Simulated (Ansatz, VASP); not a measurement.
# Two plane-wave programs on ScAl2

```
Sc Al
1.0
     0.00000    3.77765    3.77765
     3.77765    0.00000    3.77765
     3.77765    3.77765    0.00000
Sc Al
2 4
Cartesian
  3.7777 3.7777 3.7777
  5.6665 5.6665 5.6665
  0.9444 0.9444 0.9444
  0.9444 2.8332 2.8332
  2.8332 0.9444 2.8332
  2.8332 2.8332 0.9444
```

The cell comes from a database or a generator and needn't be the stable form of this composition.

Alike in both runs: task single point; functional PBEsol; k mesh 8 × 8 × 8; occupations gaussian, width 0.1 eV; no spin polarisation.

```csv
,VASP,Ansatz
version,VASP 6.6.1,Ansatz 0.2.0
potentials or method,"VASP PAW PBE potentials, release 64 (Sc_sv, Al)","scalar-relativistic, plane waves, PAW"
plane-wave cutoff (eV),520,420
valence electrons in the cell,34,34
```

|  | VASP | Ansatz | Ansatz less VASP |
| --- | --- | --- | --- |
| gap on the k mesh at the Fermi level (eV) | none | none | - |
| pressure (GPa) | -0.9 | -1.0 | -0.11 |

A gap of «none» marks a metal or a gap that the smearing closes.

Caveats: the PAW data sets were made with another functional, which shifts forces and pressure a little (VASP).
